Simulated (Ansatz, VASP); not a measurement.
## TaOF2: VASP beside Ansatz

Aim: how closely do two programs agree when they are given the same cell, functional and k mesh? Of the first pair: The structure shown is the start of the Ansatz relaxation below; VASP solves that cell, so the two are compared at the walk's first step.

Method: plane waves, with VASP 6.6.1 beside it; single point at PBE, in Ansatz 0.2.0.

### Step 1. Starting point

The cell holds 4 atoms: 1 Ta, 2 F and 1 O. Its edges and angles: a = 3.245 Å, b = 3.800 Å, c = 29.048 Å, α = 90.0°, β = 90.0°, γ = 90.0°. Vacuum lies along c. The height across the vacuum is the one that the program set for its solve, not the one typed.

### Step 2. Ansatz: relaxation, PBE

Ansatz runs on its default PAW (the set named soft_2) files.

The two programs are compared at the cell with which this relaxation starts, whose forces are those of its first step.

Contents of input.yaml:

```yaml
crystal:
  lattice:
    - [3.24544773, 0.0, 0.0]
    - [0.0, 3.80014336, 0.0]
    - [0.0, 0.0, 18.50886017]
  atoms:
    - { symbol: Ta, position: [0.0, 0.5, 0.5] }
    - { symbol: F, position: [0.49996547, 0.5, 0.42911146] }
    - { symbol: F, position: [0.50003453, 0.5, 0.57088854] }
    - { symbol: O, position: [0.0, 0.0, 0.5] }
  periodic: [true, true, false]
kpoints:
  mp_grid: { grid: [8, 7, 1] }
scf:
  occupations: { method: fermi_dirac, width: 0.05 }
hamiltonian:
  xc: pbe
  pseudopotentials: { kind: paw }
output:
  forces: true
  stress: true
relax:
  f_tol: 0.02
  max_steps: 50
  cell: {}
```

On the command line:

```
$ ansatz run input.yaml --threads 4 --pin off --max-ram 8192MiB --backend cpu --events-out ev --progress --plain --runs-dir out
```

Numbers of over 12 decimals in the logs are rounded to 6 here.

The program printed:

```text
Warning: crystal.periodic: the lattice vector that does not repeat stood 0.000° off the slab's normal, 18.509 Å along it as the deck builds it. The run solves the slab on a vector along the normal, 29.048 Å long, with every atom where it was (on the deck's vector they left 15.88 Å outside them, and the widest stretch free of ions among them is 1.31 Å). A fractional position that the run reports is one of the run's ce [...]
crystal.periodic: the lattice vector that does not repeat stood 0.000° off the slab's normal, 18.509 Å along it as the deck builds it. The run solves the slab on a vector along the normal, 29.048 Å long, with every atom where it was (on the deck's vector they left 15.88 Å outside them, and the widest stretch free of ions among them is 1.31 Å). A fractional position that the run reports is one of the run's cell, which [...]
Engine: ansatz 0.2.0, x86_64-unknown-linux-gnu
Pseudopotentials: kind: paw
Pseudopotential: Ta, paw, valence charge 13, recommended cutoff 420 eV (normal), Ta.paw.azcp
Pseudopotential: F, paw, valence charge 7, recommended cutoff 420 eV (normal), F.paw.azcp
Pseudopotential: O, paw, valence charge 6, recommended cutoff 420 eV (normal), O.paw.azcp
Functional definition: PBE
  parameter kappa = 0.804
  parameter beta = 0.066725
  exchange = pbe_x(kappa = kappa, mu = beta*pi^2/3)
  correlation = pbe_c(beta = beta)
Crystal: 4 atoms, lattice volume = 358.257 Å³
Basis set: ecut = 420 eV, 7063 PW (Γ), exchange–correlation on 48×54×400 points (8 copies of the dense FFT grid, shifted against one another)
Bands: 21, of which v1, the nominal top of the filled ones, is band 17 counted from 1 (16 counted from 0)
Symmetry: 4 space group operations
Space group: P2/m (ITA 10), of the structure as read, at distance tolerance 7.1e-5 Å
k-points: 20 of 56
Non-local potential: Ta, projectors of the file, l = 0: 3, l = 1: 2, l = 2: 2, l = 3: 1
Non-local potential: F, projectors of the file, l = 0: 2, l = 1: 2, l = 2: 1
Non-local potential: O, projectors of the file, l = 0: 2, l = 1: 2, l = 2: 1
PAW form: soft (Blöchl's): semilocal exchange-correlation on the pseudo side does not see the compensation charge
PAW one-centre angular grid: Ta, 590 points (default); XC on 64 Gauss nodes
PAW one-centre angular grid: F, 110 points (default); XC on 64 Gauss nodes
PAW one-centre angular grid: O, 110 points (default); XC on 64 Gauss nodes
Initial density: superposition of atomic densities (neutral atoms: chi_scale 0, normalization atom), corrected by the library's trained network
Initial wavefunctions: pseudopotential atomic-orbital guess
Functional: x = pbe(κ = 0.804, μ = 0.219515), c = pbe(β = 0.066725)
SCF iter   1: F=—  HF=-12118.944467 eV  |F-HF|=—  |Δ(HF+E_count)|=         —  Δρ=4.72e-3  dr2=6.31e-2  ethr=1.77e-3  ⟨swp⟩=9.5  Hψ=2828  notcnv=0
[...]
relax step   7: F+E_penalty+E_count = -12119.33862605 eV  Δ(F+E_penalty+E_count) = -4.142e-4 eV  max|allowed force component| = 2.551e-4 eV/Å  Δτ_max = 0.0008 Å  P = -0.001 N/m  Ω = 320.155 Å³  energy of the carried Pulay correction = +2.530e-2 eV  fix = [c, alpha, beta]  reactions: c +0.000 N/m; beta -0.000 N/m/rad  (5 SCF iters, dr2 threshold 4.71e-8 eV, accepted)
[...]
relax step   8: F+E_penalty+E_count = -12119.33168900 eV  Δ(F+E_penalty+E_count) = +6.937e-3 eV  max|allowed force component| = 1.101e-3 eV/Å  Δτ_max = 0.0000 Å  P = -0.165 N/m  Ω = 320.155 Å³  fix = [c, alpha, beta]  reactions: c +0.000 N/m; beta +0.000 N/m/rad  stress off target by 2.88e-1 N/m on what of the cell is left free  SCF on the basis re-selected at this cell (its energy is not comparable with the rows above)  (7 SCF iters)
[...]
relax step   9: F+E_penalty+E_count = -12119.33255404 eV  Δ(F+E_penalty+E_count) = -8.650e-4 eV  max|allowed force component| = 2.782e-3 eV/Å  Δτ_max = 0.0023 Å  P = +0.005 N/m  Ω = 319.267 Å³  energy of the carried Pulay correction = +6.175e-4 eV  fix = [c, alpha, beta]  reactions: c +0.000 N/m; beta -0.000 N/m/rad  (5 SCF iters, dr2 threshold 1.30e-7 eV, accepted)
[...]
relax step  10: F+E_penalty+E_count = -12119.33199226 eV  Δ(F+E_penalty+E_count) = +5.618e-4 eV  max|allowed force component| = 2.923e-3 eV/Å  Δτ_max = 0.0000 Å  P = -0.006 N/m  Ω = 319.267 Å³  fix = [c, alpha, beta]  reactions: c +0.000 N/m; beta +0.000 N/m/rad  stress off target by 7.00e-3 N/m on what of the cell is left free  SCF on the basis re-selected at this cell (its energy is not comparable with the rows above)  (7 SCF iters)
basis re-selected at this cell: Δ(F+E_penalty+E_count) = +5.618e-4 eV, ΔP = -0.011 N/m vs the last step (what re-selecting the basis moved, of the pressure what is left beyond the Pulay correction that the steps carried, after the strain that the cell walked since its last selection, with what the two solves' SCF thresholds leave and, on support functions, any second-order correction that the steps lacked; it is no m [...]
SCF converged after 7 iterations
Free energy (F): -12119.331992 eV
Harris-Foulkes:  -12119.331992 eV  (|F-HF|=2.55e-11)
Internal energy: -12119.324176 eV  (E = F + TS)
E sigma→0 (E₀):  -12119.328084 eV
Entropy (-TS):   -0.007816 eV (-1.954 meV/atom)
Fermi energy:    -5.035025 eV
--- Per-component energies (eV) ---
  E_band       = -782.530451
  E_kinetic    = 950.679869
  E_local      = -56328.449603  (includes V_loc(G=0)·N_el)
  E_nonlocal   = 208.610578
  E_hartree    = 27583.498314
  E_xc         = -449.796594
  E_vxc        = -499.958448  (∫ρ·V_xc dr)
  E_paw        = -8955.466805  (= ΣΔE_a)
  E_vpaw       = -280.416244  (= ΣTr[D̂ρ^β])
  E_aug_tail   = 0.006782  (compensation charges beyond the density's cutoff)
  E_ewald      = 24871.593283
  E_smearing   = -0.007816  (= −TS)
  E_closure    = -0.000000  (closes the sum)
  Σ components = -12119.331992   (vs F -12119.331992, Δ=0.00e0)
--- Forces (eV/Å), atoms counted from 1 ---
  atom   1  Ta     0.00000000     0.00000000     0.00000000
  atom   2  F      0.00000007     0.00000000     0.00292322
  atom   3  F     -0.00000007     0.00000000    -0.00292322
  atom   4  O      0.00000000     0.00000000     0.00000000
  max |Σ_I F_I| component: 4.34e-19 eV/Å
--- 2D stress c σ (N/m, compression-positive) ---
       -0.004907       0.000000      -0.000000
        0.000000      -0.006996      -0.000000
       -0.000000      -0.000000      -0.000000
  P = ½ c Tr σ = -0.0060 N/m
--- Relaxed structure (8 steps of the walk, 7 accepted, 2 SCFs on fresh bases) ---
  F+E_penalty+E_count = -12119.33199226 eV   max|allowed force component| = 2.923e-3 eV/Å   (the final SCF, on the basis selected at the relaxed cell)
  cell:  # Å, volume = 319.2666 Å³
    - [2.846400, 0, 0]
    - [0, 3.861334, 0]
    - [0, 0, 29.048264]
  atoms:
    - { symbol: Ta, position: [0, 0.500000, 0.318588] }
    - { symbol: F, position: [0.500000, 0.500000, 0.265295] }
    - { symbol: F, position: [0.500000, 0.500000, 0.371881] }
    - { symbol: O, position: [0, 0, 0.318588] }
```

### Step 3. VASP: single point, PBE, start cell, pair 1

The same cell, functional, mesh and smearing now go to VASP, with its own data sets.

Lines of VASP's logs that name or quote its potential files are left out, and so is its time.

Contents of INCAR:

```
SYSTEM = TaOF2
PREC = Accurate
ENCUT = 520
EDIFF = 1E-06
NELM = 120
ISMEAR = -1
SIGMA = 0.05
LREAL = .FALSE.
ALGO = Normal
GGA = PE
NBANDS = 21
LASPH = .TRUE.
LORBIT = 11
LWAVE = .FALSE.
LCHARG = .FALSE.
ISIF = 2
LDIPOL = .TRUE.
IDIPOL = 3
DIPOL = 0.5 0.5 0.319
LVHAR = .TRUE.
GGA_COMPAT = .FALSE.
NELMDL = -8
```

Contents of POSCAR:

```
TaOF2
1.0
    3.2454480000      0.0000000000      0.0000000000
    0.0000000000      3.8001430000      0.0000000000
    0.0000000000      0.0000000000     29.0482640000
Ta F O
1 2 1
Direct
    0.0000000000      0.5000001316      0.3185880574
    0.4999654901      0.5000001316      0.2734195751
    0.5000345099      0.5000001316      0.3637565398
    0.0000000000      0.0000000000      0.3185880574
```

Contents of KPOINTS:

```
Automatic mesh
0
Gamma
8 7 1
0 0 0
```

PAW data sets: Ta_pv, F and O (PBE family, release 64).

On the command line:

```
$ mpirun -np 1 vasp_std
```

The program printed:

```text
[banner, memory and clock lines left out]
running    1 mpi-ranks, on    1 nodes
 distrk:  each k-point on    1 cores,    1 groups
 distr:  one band on    1 cores,    1 groups

 POSCAR found type information on POSCAR TaF O
 POSCAR found :  3 types and       4 ions
 LDA part: xc-table for (Slater+PW92), standard interpolation
 POSCAR, INCAR and KPOINTS ok, starting setup
 FFT: planning ... GRIDC
 FFT: planning ... GRID_SOFT
 FFT: planning ... GRID
 WAVECAR not read
 entering main loop
       N       E                     dE             d eps       ncg     rms          rms(c)
DAV:   1     0.297024011020E+03    0.29702E+03   -0.13158E+04  1008   0.107E+03
DAV:   2     0.107431677417E+02   -0.28628E+03   -0.27708E+03  1272   0.261E+02
DAV:   3    -0.348545718606E+02   -0.45598E+02   -0.45080E+02  1049   0.118E+02
DAV:   4    -0.359978453660E+02   -0.11433E+01   -0.10947E+01  1096   0.197E+01
DAV:   5    -0.360141275775E+02   -0.16282E-01   -0.16010E-01  1071   0.207E+00
DAV:   6    -0.360145100501E+02   -0.38247E-03   -0.38178E-03  1115   0.259E-01
DAV:   7    -0.360145214767E+02   -0.11427E-04   -0.11426E-04  1099   0.343E-02
DAV:   8    -0.360145219078E+02   -0.43109E-06   -0.43145E-06  1103   0.559E-03    0.286E+01
DAV:   9    -0.310508145634E+02    0.49637E+01   -0.23307E+01  1025   0.387E+01    0.119E+01
DAV:  10    -0.309615752688E+02    0.89239E-01   -0.13405E+00   963   0.854E+00    0.709E+00
DAV:  11    -0.309253787705E+02    0.36196E-01   -0.18272E-01  1054   0.405E+00    0.112E+00
DAV:  12    -0.309212027654E+02    0.41760E-02   -0.15992E-02   993   0.117E+00    0.250E-01
DAV:  13    -0.309206253465E+02    0.57742E-03   -0.32844E-03  1089   0.471E-01    0.871E-02
DAV:  14    -0.309205377148E+02    0.87632E-04   -0.22444E-04  1083   0.128E-01    0.292E-02
[...]
DAV:  18    -0.309209736968E+02   -0.15805E-03   -0.21892E-05  1066   0.190E-02    0.355E-03
DAV:  19    -0.309210604596E+02   -0.86763E-04   -0.42301E-06   972   0.905E-03    0.140E-03
DAV:  20    -0.309211110112E+02   -0.50552E-04   -0.16222E-06   857   0.495E-03    0.801E-04
DAV:  21    -0.309211306181E+02   -0.19607E-04   -0.56892E-07   768   0.241E-03    0.426E-04
DAV:  22    -0.309211426292E+02   -0.12011E-04   -0.61517E-07   755   0.213E-03    0.289E-04
DAV:  23    -0.309211475953E+02   -0.49661E-05   -0.13522E-07   663   0.144E-03    0.201E-04
DAV:  24    -0.309211495342E+02   -0.19389E-05   -0.99604E-08   641   0.859E-04    0.923E-05
DAV:  25    -0.309211504164E+02   -0.88217E-06   -0.31003E-08   645   0.576E-04
   1 F= -.30921150E+02 E0= -.30913091E+02  d E =-.161186E-01
```

From OUTCAR (step 3):

```text
ion  position               nearest neighbor table
   1  0.000  0.500  0.319-   4 1.90   4 1.90   2 2.09   3 2.09   2 2.09   3 2.09
   2  0.500  0.500  0.273-   1 2.09   1 2.09
   3  0.500  0.500  0.364-   1 2.09   1 2.09
   4  0.000  0.000  0.319-   1 1.90   1 1.90

  LATTYP: Found a simple orthorhombic cell.
 ALAT       =     3.2454480000
 B/A-ratio  =     1.1709147705
 C/A-ratio  =     8.9504635416

 Subroutine GETGRP returns: Found  4 space group operations
 (whereof  2 operations were pure point group operations)

The static configuration has the point symmetry C_1h.
 The point group associated with its full space group is C_2h.

 Found     20 irreducible k-points:

   k-points           NKPTS =     20   k-points in BZ     NKDIM =     20   number of bands    NBANDS=     21

   dimension x,y,z NGX =    24 NGY =   28 NGZ =  216
   dimension x,y,z NGXF=    48 NGYF=   56 NGZF=  432

   ENCUT  =  520.0 eV  38.22 Ry    6.18 a.u.   6.03  7.07 54.01*2*pi/ulx,y,z

   NELECT =      31.0000    total number of electrons

 k-points in reciprocal lattice and weights: Automatic mesh
   0.00000000  0.00000000  0.00000000       0.018
   0.12500000  0.00000000  0.00000000       0.036
   0.25000000  0.00000000  0.00000000       0.036
   0.37500000  0.00000000  0.00000000       0.036
   0.50000000  0.00000000  0.00000000       0.018
   0.00000000  0.14285714  0.00000000       0.036
   0.12500000  0.14285714  0.00000000       0.071
   0.25000000  0.14285714  0.00000000       0.071
   0.37500000  0.14285714  0.00000000       0.071
[...]
0.37500000  0.42857143  0.00000000       0.071
   0.50000000  0.42857143  0.00000000       0.036

 dipolmoment           0.000000      0.000000      0.000004 electrons x Angstroem

 average (electrostatic) potential at core
       1 -48.1451       2 -85.3199       3 -85.3198       4 -79.9458

 E-fermi :  -2.7641

 k-point     1 :       0.0000    0.0000    0.0000
  band No.  band energies     occupation
    ...
     12      -9.7604      2.00000
     13      -7.7259      2.00000
     14      -7.1378      2.00000
     15      -6.9926      2.00000
     16      -3.2391      1.99985
     17      -2.6303      0.12877
     18      -2.2907      0.00015
     19      -1.0140      0.00000
     20       0.5882      0.00000
     21       1.1260      0.00000

 k-point     2 :       0.1250    0.0000    0.0000
  band No.  band energies     occupation
    ...
     12      -9.7450      2.00000
     13      -7.6822      2.00000
     14      -7.1861      2.00000
     15      -7.1490      2.00000
     16      -3.0251      1.98923
     17      -2.6779      0.30251
     18      -2.4140      0.00182
     19      -0.6424      0.00000
     20       0.4828      0.00000
     21       1.3449      0.00000

 k-point     3 :       0.2500    0.0000    0.0000
  band No.  band energies     occupation
    ...
     13      -7.6017      2.00000
     14      -7.5615      2.00000
     15      -7.1735      2.00000
     16      -2.7707      1.06598
     17      -2.7158      0.55140
     18      -2.6146      0.09572
     19       0.2159      0.00000
     20       0.3610      0.00000
     21       1.8266      0.00000

  Total       -0.2645162      4.3153548      1.6504610      0.0000000      0.0000000     -0.0028927
  in kB       -1.1829547     19.2988893      7.3810998      0.0000000      0.0000000     -0.0129364
  external PRESSURE =       8.4990115 kB  Pullay stress =       0.0000000 kB

  energy-cutoff  :      520.00
  volume of cell :      358.26
      direct lattice vectors                 reciprocal lattice vectors
     3.245448000  0.000000000  0.000000000     0.308123871  0.000000000  0.000000000
     0.000000000  3.800143000  0.000000000     0.000000000  0.263147992  0.000000000
     0.000000000  0.000000000 29.048264000     0.000000000  0.000000000  0.034425465

 POSITION                                       TOTAL-FORCE (eV/Angst)
 -----------------------------------------------------------------------------------
      0.00000      1.90007      9.25443        -0.000000      0.000000      0.000000
      1.62261      1.90007      7.94236         0.001091      0.000000     -0.672602
      1.62284      1.90007     10.56650        -0.001091      0.000000      0.672602
      0.00000      0.00000      9.25443        -0.000000      0.000000      0.000000
 -----------------------------------------------------------------------------------
    total drift:                                0.000046     -0.002010      0.000692

  FREE ENERGIE OF THE ION-ELECTRON SYSTEM (eV)
  ---------------------------------------------------
  free  energy   TOTEN  =       -30.9211504164 eV

  energy  without entropy=      -30.9050318289  energy(sigma->0) =      -30.91309112

 vacuum level on the upper side and lower side of the slab         1.172         1.172

 total charge
# of ion       s       p       d       tot
------------------------------------------
    1        0.300   6.271   2.211   8.782
    2        1.741   4.359   0.000   6.100
    3        1.741   4.359   0.000   6.100
    4        1.577   3.535   0.000   5.112
--------------------------------------------------
tot          5.358  18.524   2.211  26.094

[... 3 further parts left out ...]
```

This run has no spin polarisation. Its electron count is odd, so without a moment it is a metal by construction.

### Step 4. Comparison

Known differences besides the potentials themselves: Ansatz cuts the interaction across the vacuum, VASP repeats the sheet with a dipole correction; the data sets hold 33 valence electrons in Ansatz (on its default PAW (the set named soft_2) files) and 31 in VASP; the cutoff is 420 eV in Ansatz and 520 eV in VASP. Total energies have different zeros and are not compared.

Forces (eV/Å; atoms numbered as in POSCAR):

| atom | Ansatz x, y, z | VASP x, y, z |
| --- | --- | --- |
| Ta1 | 0.000, 0.000, 0.000 | 0.000, 0.000, 0.000 |
| F2 | 0.001, 0.000, -0.616 | 0.001, 0.000, -0.673 |
| F3 | -0.001, 0.000, 0.616 | -0.001, 0.000, 0.673 |
| O4 | 0.000, 0.000, 0.000 | 0.000, 0.000, 0.000 |

The forces differ by 23 meV/Å r.m.s., which is 8.4 % of the r.m.s. force of 0.275 eV/Å (both taken over all components). With vacuum in the cell, a pressure given here is an average over mostly empty space and none of the material.

(Continued in part 2 of 2.)

[Lines on the potential files, build, host, timing and source positions are cut from VASP's logs without a mark.]

[Logs are printed without paths, hosts, clocks, repeated set-up lines and the standing remarks that a program may print on its own settings, such as how far it seeks lower states.]

[Hosts, paths, dates, database ids (printed as entryN), source tags and the programs' standing remarks are cut or masked in the printed files.]
